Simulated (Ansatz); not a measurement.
Set up this calculation in Ansatz 0.2.0, as the native input.

* Task: single point
* Functional: PBEsol
* Potentials or basis: all-electron LAPW, scalar-relativistic
* Cutoff: 275 eV (chosen from the basis error)
* Basis error allowed: 0.001 eV/atom
* k mesh: 10 × 10 × 3
* Occupations: fermi-dirac, width 0.05 eV
* Spin: no spin polarisation

Crystal: MoS2.

```
CELL_PARAMETERS angstrom
3.16900 0.00000 0.00000
-1.58450 2.74443 0.00000
0.00000 0.00000 12.32400
ATOMIC_POSITIONS crystal
Mo 0.68274 0.33982 0.75201
Mo 0.33925 0.65234 0.25137
S 0.66681 0.34133 0.37882
S 0.32838 0.64731 0.87916
S 0.67197 0.34127 0.12367
S 0.34598 0.67013 0.62281
```

The cell isn't the ideal one: atoms moved at random, drawn with an rms of 0.05 Å.

One way to write it, as run:

input.yaml

```yaml
crystal:
  lattice:
    - [3.169, 0.0, 0.0]
    - [-1.5845, 2.7444345046, 0.0]
    - [0.0, 0.0, 12.324]
  atoms:
    - { symbol: Mo, position: [0.682743, 0.339818, 0.752005] }
    - { symbol: Mo, position: [0.339249, 0.652337, 0.251372] }
    - { symbol: S, position: [0.666813, 0.341329, 0.378818] }
    - { symbol: S, position: [0.328382, 0.647312, 0.879164] }
    - { symbol: S, position: [0.67197, 0.34127, 0.123671] }
    - { symbol: S, position: [0.345979, 0.670132, 0.622806] }
kpoints:
  mp_grid: { grid: [10, 10, 3] }
scf:
  occupations: { method: fermi_dirac, width: 0.05 }
hamiltonian:
  xc: pbesol
  pseudopotentials: { kind: all_electron, lapw: { basis_error: 0.001 } }
output:
  forces: true
  stress: true
  eigenvalues: true
  populations: true
```

Potentials or basis: all-electron LAPW, scalar-relativistic.

Run with:

```console
$ ansatz run input.yaml --threads 4 --pin off --max-ram 12288MiB --backend cpu --events-out ev --progress --plain --runs-dir out
```

Results of the run:

```json
{"Pressure": "-3.7 GPa", "Largest force": "1.479 eV/Å", "Band gap on the k mesh": "0.86 eV, indirect (least direct gap 1.74 eV)"}
```

Caveat: an odd mesh through Γ misses points on the zone boundary, where band edges often lie.

It took 2.6 min on 4 threads of Arm Neoverse V2 (shared host), peak memory 1.8 GiB.
